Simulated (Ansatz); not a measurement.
The system is Mg.

```
CELL_PARAMETERS angstrom
3.20930 0.00000 0.00000
-1.60465 2.77934 0.00000
0.00000 0.00000 5.21030
ATOMIC_POSITIONS crystal
Mg 0.66667 0.33333 0.75000
Mg 0.33333 0.66667 0.25000
```

* Program: Ansatz 0.2.0
* Task: relaxation of cell and atoms
* Functional: PBEsol
* Potentials or basis: Ansatz PAW
* Cutoff: 420 eV (not typed: the program's choice for these potentials)
* k mesh: 10 × 10 × 5
* Occupations: fermi-dirac, width 0.05 eV
* Spin: no spin polarisation

At the start: volume 23.24 Å³/atom.

Problem. How do energy, volume and symmetry change on relaxing?

Solution. It ends after 6 steps and the volume is 22.57 Å³/atom (-2.9 %); space group P6_3/mmc (No. 194, to 0.05 Å).

The path:
```csv
step,energy change (eV),largest force (eV/Å),volume (Å³)
1,0.0000,0.0000,46.47
2,-0.0071,0.0000,45.38
3,-0.0072,0.0000,44.70
4,-0.0092,0.0000,45.15
5,-0.0092,0.0000,45.15
6,-0.0092,0.0000,45.15
```

Final structure:
```
Mg
1.0
     3.14810    0.00000    0.00000
    -1.57405    2.72633    0.00000
     0.00000    0.00000    5.26045
Mg
2
Direct
  0.66667 0.33333 0.75000
  0.33333 0.66667 0.25000
```

Caveat: the plane-wave basis is chosen anew once the cell has moved, so the energies of steps on either side of that aren't comparable; the PAW data sets come from PBE, with cores solved anew for the run's functional, which leaves a small shift of forces and pressure.
